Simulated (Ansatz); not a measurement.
# Aluminium, fcc under PBEsol: ground state and equation of state, part 2 of 2

What does PBEsol give for aluminium in the fcc structure? We relax it, solve it on a dense k-mesh, switch on spin-orbit coupling, then scale the cell to 7 volumes from 88 to 112 % of the relaxed one and try a fit of the equation of state. The k-meshes are 13×13×13 for the relaxation; 22×22×22 for the dense run; 13×13×13 for spin-orbit coupling; 22×22×22 for the volumes. It starts from a deposited cell (COD).

Ansatz 0.2.0; DFT, PBEsol, plane waves (420 eV) with PAW, scalar-relativistic. The steps go on from the part before.

### 7 The cell scaled to 96 % of its volume

input.yaml

```yaml
crystal:
  lattice:
    - [0.0, 1.9802306087, 1.9802306087]
    - [1.9802306087, 0.0, 1.9802306087]
    - [1.9802306087, 1.9802306087, 0.0]
  atoms:
    - { symbol: Al, position: [0.0, 0.0, 0.0] }
hamiltonian:
  xc: pbesol
  pseudopotentials:
    kind: paw
    azcp:
      Al: "pseudopotentials/Al.paw.azcp"
basis:
  ecutwfc: 420
  fft_grid_basis: typed
kpoints:
  mp_grid: { grid: [22, 22, 22], shift: [0, 0, 0] }
magnetization:
  spin_polarized: false
scf:
  occupations: { method: fermi_dirac, width: 0.1 }
output:
  stress: true
```

What it wrote (excerpt; [...] marks lines left out):

```text
Warning: <dir> the record states the generating functional pbe (its physics header spells it `PBE`), which answers neither for hamiltonian.xc's functional nor for the pbesol family's — results may be inconsistent (PPs are generated against a specific XC)
Warning: RAYON_NUM_THREADS=4 ignored (pool sized by the plan → 4); use --threads N
[...]
Pseudopotentials: kind: paw
Pseudopotential: Al, paw, valence charge 3, recommended cutoff 420 eV (normal), <dir>
Functional definition: PBEsol
[...]
Crystal: 1 atoms, lattice volume = 15.530 Å³
Basis set: ecut = 420 eV, 307 PW (Γ)
Bands: 6, of which v1, the nominal top of the filled ones, is band 2 counted from 1 (1 counted from 0)
Symmetry: 48 space group operations
Space group: Fm-3m (ITA 225), of the structure as read, at distance tolerance 2.5e-5 Å
k-points: 328 of 10648
[...]
SCF iter   1: F=—  HF=-524.548470 eV  |F-HF|=—  |Δ(HF+E_count)|=         —  Δρ=8.28e-4  dr2=5.70e-5  ethr=1.77e-3  ⟨swp⟩=4.8  Hψ=16942  notcnv=0
[...]
SCF iter   6: F=-524.548471 eV  HF=-524.548471 eV  |F-HF|=0.00e0  |Δ(HF+E_count)|=    0.00e0  Δρ=3.82e-8  dr2=2.43e-13  ethr=1.00e-12  ⟨swp⟩=1.0  Hψ=4746  notcnv=0
[...]
SCF converged after 6 iterations
Free energy (F): -524.548471 eV
[...]
E sigma→0 (E₀):  -524.542419 eV
Entropy (-TS):   -0.012103 eV (-12.103 meV/atom)
Fermi energy:    8.512418 eV
[...]
--- Stress (GPa, compression-positive) ---
        3.735386      -0.000000       0.000000
       -0.000000       3.735386      -0.000000
       -0.000000       0.000000       3.735386
  P = ⅓ Tr σ = 3.7354 GPa (37.354 kbar)
```

Wall time 0.41 s (4 threads of an x86-64 CPU, shared host); peak memory 0.42 GiB.

### 8 The cell scaled to 100 % of its volume

Edit input.yaml of step 7 so:

```diff
@@ -2,5 +2,5 @@
   lattice:
-    - [0.0, 1.9802306087, 1.9802306087]
-    - [1.9802306087, 0.0, 1.9802306087]
-    - [1.9802306087, 1.9802306087, 0.0]
+    - [0.0, 2.0073604266, 2.0073604266]
+    - [2.0073604266, 0.0, 2.0073604266]
+    - [2.0073604266, 2.0073604266, 0.0]
   atoms:
```

What it wrote (excerpt; [...] marks lines left out):

```text
Warning: <dir> the record states the generating functional pbe (its physics header spells it `PBE`), which answers neither for hamiltonian.xc's functional nor for the pbesol family's — results may be inconsistent (PPs are generated against a specific XC)
Warning: RAYON_NUM_THREADS=4 ignored (pool sized by the plan → 4); use --threads N
[...]
[... 3 set-up lines as earlier in the session ...]
[...]
Crystal: 1 atoms, lattice volume = 16.177 Å³
Basis set: ecut = 420 eV, 331 PW (Γ)
Bands: 6, of which v1, the nominal top of the filled ones, is band 2 counted from 1 (1 counted from 0)
[... 2 set-up lines as earlier in the session ...]
k-points: 328 of 10648
[...]
SCF iter   1: F=—  HF=-524.555853 eV  |F-HF|=—  |Δ(HF+E_count)|=         —  Δρ=7.11e-4  dr2=3.52e-5  ethr=1.77e-3  ⟨swp⟩=4.8  Hψ=16789  notcnv=0
[...]
SCF iter   6: F=-524.555865 eV  HF=-524.555865 eV  |F-HF|=2.96e-12  |Δ(HF+E_count)|=  1.84e-11  Δρ=2.01e-7  dr2=7.09e-12  ethr=1.71e-12  ⟨swp⟩=1.0  Hψ=4961  notcnv=0
[...]
SCF converged after 6 iterations
Free energy (F): -524.555865 eV
[...]
E sigma→0 (E₀):  -524.549649 eV
Entropy (-TS):   -0.012433 eV (-12.433 meV/atom)
Fermi energy:    8.073396 eV
[...]
--- Stress (GPa, compression-positive) ---
        0.055705      -0.000000       0.000000
       -0.000000       0.055705       0.000000
        0.000000       0.000000       0.055705
  P = ⅓ Tr σ = 0.0557 GPa (0.557 kbar)
```

Wall time 0.4 s (4 threads of an x86-64 CPU, shared host); peak memory 0.43 GiB.

### 9 The cell scaled to 104 % of its volume

Edit input.yaml of step 8 so:

```diff
@@ -2,5 +2,5 @@
   lattice:
-    - [0.0, 2.0073604266, 2.0073604266]
-    - [2.0073604266, 0.0, 2.0073604266]
-    - [2.0073604266, 2.0073604266, 0.0]
+    - [0.0, 2.0337760931, 2.0337760931]
+    - [2.0337760931, 0.0, 2.0337760931]
+    - [2.0337760931, 2.0337760931, 0.0]
   atoms:
```

What it wrote (excerpt; [...] marks lines left out):

```text
Warning: <dir> the record states the generating functional pbe (its physics header spells it `PBE`), which answers neither for hamiltonian.xc's functional nor for the pbesol family's — results may be inconsistent (PPs are generated against a specific XC)
Warning: RAYON_NUM_THREADS=4 ignored (pool sized by the plan → 4); use --threads N
[...]
[... 3 set-up lines as earlier in the session ...]
[...]
Crystal: 1 atoms, lattice volume = 16.824 Å³
Basis set: ecut = 420 eV, 331 PW (Γ)
Bands: 6, of which v1, the nominal top of the filled ones, is band 2 counted from 1 (1 counted from 0)
[... 2 set-up lines as earlier in the session ...]
k-points: 328 of 10648
[...]
SCF iter   1: F=—  HF=-524.549880 eV  |F-HF|=—  |Δ(HF+E_count)|=         —  Δρ=6.19e-4  dr2=2.29e-5  ethr=1.77e-3  ⟨swp⟩=4.7  Hψ=16872  notcnv=0
[...]
SCF iter   6: F=-524.549900 eV  HF=-524.549900 eV  |F-HF|=6.82e-13  |Δ(HF+E_count)|=  6.14e-12  Δρ=7.73e-8  dr2=1.12e-12  ethr=1.00e-12  ⟨swp⟩=1.0  Hψ=5151  notcnv=0
[...]
SCF converged after 6 iterations
Free energy (F): -524.549900 eV
[...]
E sigma→0 (E₀):  -524.543549 eV
Entropy (-TS):   -0.012701 eV (-12.701 meV/atom)
Fermi energy:    7.663949 eV
[...]
--- Stress (GPa, compression-positive) ---
       -2.903315      -0.000000       0.000000
       -0.000000      -2.903315      -0.000000
       -0.000000      -0.000000      -2.903315
  P = ⅓ Tr σ = -2.9033 GPa (-29.033 kbar)
```

Run time: 0.41 s. Hardware: 4 threads of an x86-64 CPU, shared host; peak memory 0.42 GiB.

### 10 The cell scaled to 108 % of its volume

Edit input.yaml of step 9 so:

```diff
@@ -2,5 +2,5 @@
   lattice:
-    - [0.0, 2.0337760931, 2.0337760931]
-    - [2.0337760931, 0.0, 2.0337760931]
-    - [2.0337760931, 2.0337760931, 0.0]
+    - [0.0, 2.0595228275, 2.0595228275]
+    - [2.0595228275, 0.0, 2.0595228275]
+    - [2.0595228275, 2.0595228275, 0.0]
   atoms:
```

What it wrote (excerpt; [...] marks lines left out):

```text
Warning: <dir> the record states the generating functional pbe (its physics header spells it `PBE`), which answers neither for hamiltonian.xc's functional nor for the pbesol family's — results may be inconsistent (PPs are generated against a specific XC)
Warning: RAYON_NUM_THREADS=4 ignored (pool sized by the plan → 4); use --threads N
[...]
[... 3 set-up lines as earlier in the session ...]
[...]
Crystal: 1 atoms, lattice volume = 17.471 Å³
Basis set: ecut = 420 eV, 331 PW (Γ)
Bands: 6, of which v1, the nominal top of the filled ones, is band 2 counted from 1 (1 counted from 0)
[... 2 set-up lines as earlier in the session ...]
k-points: 328 of 10648
[...]
SCF iter   1: F=—  HF=-524.533183 eV  |F-HF|=—  |Δ(HF+E_count)|=         —  Δρ=5.38e-4  dr2=1.48e-5  ethr=1.77e-3  ⟨swp⟩=4.7  Hψ=16908  notcnv=0
[...]
SCF iter   6: F=-524.533204 eV  HF=-524.533204 eV  |F-HF|=1.14e-13  |Δ(HF+E_count)|=  1.22e-11  Δρ=5.88e-8  dr2=7.43e-13  ethr=1.00e-12  ⟨swp⟩=1.0  Hψ=5068  notcnv=0
[...]
SCF converged after 6 iterations
Free energy (F): -524.533204 eV
[...]
E sigma→0 (E₀):  -524.526697 eV
Entropy (-TS):   -0.013014 eV (-13.014 meV/atom)
Fermi energy:    7.281394 eV
[...]
--- Stress (GPa, compression-positive) ---
       -5.275269      -0.000000       0.000000
        0.000000      -5.275269       0.000000
       -0.000000      -0.000000      -5.275269
  P = ⅓ Tr σ = -5.2753 GPa (-52.753 kbar)
```

It took 0.46 s on 4 threads of an x86-64 CPU, shared host; peak memory 0.43 GiB.

### 11 The cell scaled to 112 % of its volume

Edit input.yaml of step 10 so:

```diff
@@ -2,5 +2,5 @@
   lattice:
-    - [0.0, 2.0595228275, 2.0595228275]
-    - [2.0595228275, 0.0, 2.0595228275]
-    - [2.0595228275, 2.0595228275, 0.0]
+    - [0.0, 2.0846414351, 2.0846414351]
+    - [2.0846414351, 0.0, 2.0846414351]
+    - [2.0846414351, 2.0846414351, 0.0]
   atoms:
```

What it wrote (excerpt; [...] marks lines left out):

```text
Warning: <dir> the record states the generating functional pbe (its physics header spells it `PBE`), which answers neither for hamiltonian.xc's functional nor for the pbesol family's — results may be inconsistent (PPs are generated against a specific XC)
Warning: RAYON_NUM_THREADS=4 ignored (pool sized by the plan → 4); use --threads N
[...]
[... 3 set-up lines as earlier in the session ...]
[...]
Crystal: 1 atoms, lattice volume = 18.119 Å³
Basis set: ecut = 420 eV, 339 PW (Γ)
Bands: 6, of which v1, the nominal top of the filled ones, is band 2 counted from 1 (1 counted from 0)
[... 2 set-up lines as earlier in the session ...]
k-points: 328 of 10648
[...]
SCF iter   1: F=—  HF=-524.507923 eV  |F-HF|=—  |Δ(HF+E_count)|=         —  Δρ=5.02e-4  dr2=1.69e-5  ethr=1.77e-3  ⟨swp⟩=4.7  Hψ=16820  notcnv=0
[...]
SCF iter   6: F=-524.507943 eV  HF=-524.507943 eV  |F-HF|=1.14e-13  |Δ(HF+E_count)|=  1.48e-12  Δρ=1.85e-8  dr2=7.54e-14  ethr=1.00e-12  ⟨swp⟩=1.0  Hψ=4751  notcnv=0
[...]
SCF converged after 6 iterations
Free energy (F): -524.507943 eV
[...]
E sigma→0 (E₀):  -524.501224 eV
Entropy (-TS):   -0.013437 eV (-13.437 meV/atom)
Fermi energy:    6.922689 eV
[...]
--- Stress (GPa, compression-positive) ---
       -7.163273      -0.000000       0.000000
       -0.000000      -7.163273       0.000000
        0.000000       0.000000      -7.163273
  P = ⅓ Tr σ = -7.1633 GPa (-71.633 kbar)
```

Run time: 0.48 s. Hardware: 4 threads of an x86-64 CPU, shared host; peak memory 0.43 GiB.

### 12 Energy and pressure against volume

The cell was scaled evenly, with its shape and the fractional positions fixed.

```csv
V (Å³/atom),E − E₀ (meV/atom),P from the stress (GPa),P from the fit (GPa)
14.236,75.4,14.04,13.95
14.883,31.0,8.32,8.25
15.530,7.2,3.74,3.69
16.177,0.0,0.06,0.02
16.824,6.1,-2.90,-2.94
17.471,22.9,-5.28,-5.32
18.119,48.4,-7.16,-7.23
```

Fit (Birch-Murnaghan, third order): V₀ = 16.181 Å³/atom, B₀ = 82 GPa, B₀′ = 4.4, largest residual 0.01 meV/atom.

The fit is made to E(σ → 0), while the stress belongs to the free energy F; that is one source of the offset between the two pressures.

### 13 Outcome

The summary covers parts 1 to 2.

```
                      quantity                         value
space group (spins left aside)               Fm-3m (No. 225)
             conventional cell                   a = 4.015 Å
                        volume                16.177 Å³/atom
             shortest distance                       2.839 Å
   against the measured volume       -2.6 % (16.602 Å³/atom)
               gap on the mesh  none (levels filled in part)
                   V₀, B₀, B₀′   16.181 Å³/atom, 82 GPa, 4.4
```

In words: Against experiment, PBEsol misses the volume by -2.6 %. The deposited cell holds zero-point motion and, unless taken cold, thermal expansion, which account for some of this. No gap shows: it is a metal or semimetal at this level. The total energy of the spin-orbit run (on a coarser mesh) lies +4 meV/atom from the scalar one; mesh and treatment of the core enter this figure, so it is no spin-orbit energy. The fitted modulus is 82 GPa.
